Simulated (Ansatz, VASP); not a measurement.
# Two plane-wave programs on TiN

```
CELL_PARAMETERS angstrom
0.00000 2.12364 2.12364
2.12364 0.00000 2.12364
2.12364 2.12364 0.00000
ATOMIC_POSITIONS crystal
Ti 0.00000 0.00000 0.00000
N 0.50000 0.50000 0.50000
```

Alike in both runs: functional PBE; k mesh 17 × 17 × 17; occupations fermi-dirac, width 0.08 eV; no spin polarisation.

Ansatz relaxed the structure, and its values are those at the end. VASP's run is a single point on that final structure, the one shown.

|  | VASP | Ansatz |
| --- | --- | --- |
| version | VASP 6.6.1 | Ansatz 0.2.0 |
| potentials or method | VASP PAW PBE potentials, release 64 (Ti_sv, N) | PAW with Ansatz's default frozen-core files, scalar-relativistic |
| plane-wave cutoff (eV) | 520 | 420 |
| valence electrons in the cell | 17 | 17 |

```tsv
	VASP	Ansatz	Ansatz less VASP
pressure (GPa)	0.4	0.0	-0.44
```
